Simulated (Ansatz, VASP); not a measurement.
# FeO (Wuestite) in VASP and in Ansatz

File INCAR:

```
PREC = Accurate
ENCUT = 520
EDIFF = 1E-7
ISMEAR = -1
SIGMA = 0.05
LREAL = F
LASPH = T
NELM = 150
ALGO = Normal
ISIF = 2
LWAVE = F
LCHARG = F
ISPIN = 2
MAGMOM = 4.5 0
LORBIT = 11
LMAXMIX = 4
GGA = PS
NBANDS = 18
```

Contents of KPOINTS:

```
Automatic mesh
0
Gamma
  11 11 11
```

POSCAR

```
FeO
1.0
    1.5188209023      0.8768916568      2.5195772846
   -1.5188209023      0.8768916568      2.5195772846
    0.0000000000     -1.7537833136      2.5195772846
Fe O
1 1
Direct
    0.0000000000      0.0000000000      0.0000000000
    0.5000000000      0.5000000000      0.5000000000
```

Contents of input.yaml:

```yaml
crystal:
  lattice:
    - [1.5188209023, 0.8768916568, 2.5195772846]
    - [-1.5188209023, 0.8768916568, 2.5195772846]
    - [0.0, -1.7537833136, 2.5195772846]
  atoms:
    - { symbol: Fe, position: [0.0, 0.0, 0.0], spin: 4.5 }
    - { symbol: O, position: [0.5, 0.5, 0.5] }
hamiltonian:
  xc: pbesol
  pseudopotentials: { kind: paw }
magnetization:
  spin_polarized: true
kpoints:
  mp_grid: { grid: [11, 11, 11] }
scf:
  occupations: { method: fermi_dirac, width: 0.05 }
output:
  forces: true
  stress: true
  eigenvalues: true
```

Alike in both runs: task single point; functional PBEsol; k mesh 11 × 11 × 11; occupations fermi-dirac, width 0.05 eV; collinear spin.

```csv
,VASP,Ansatz
version,VASP 6.6.1,Ansatz 0.2.0
potentials or method,"VASP PAW PBE potentials, release 64 (Fe, O)",Ansatz PAW
plane-wave cutoff (eV),520,420
valence electrons in the cell,14,22
```

```csv
,VASP,Ansatz,Ansatz less VASP
gap on the k mesh at the Fermi level (eV),none,none,-
pressure (GPa),-9.2,-9.4,-0.25
largest component of the traceless stress (GPa),0.68,0.65,-0.035
net moment per atom (μB),2.00,2.00,0.000
size of the moment on the site where the two differ most (μB),3.61,3.44,-0.168
```

Site moments also hang on the region over which each program counts them. A gap of «none» marks a metal or a gap that the smearing closes. The functional is the same, so the differences come from potentials, cutoffs and numerics. The two sets of potentials don't hold the same shells in valence.

Caveats: a cell with one magnetic atom can't hold antiferromagnetic order, which such compounds often take; semilocal functionals often make such compounds metallic where correlation or magnetic order opens a gap, which also shifts bond lengths; the PAW data sets were made with another functional, which shifts forces and pressure a little (VASP); the pressure holds a Pulay correction of +0.7 GPa for the finite cutoff (Ansatz); the PAW data sets come from PBE, with cores solved anew for the run's functional, which leaves a small shift of forces and pressure (Ansatz).
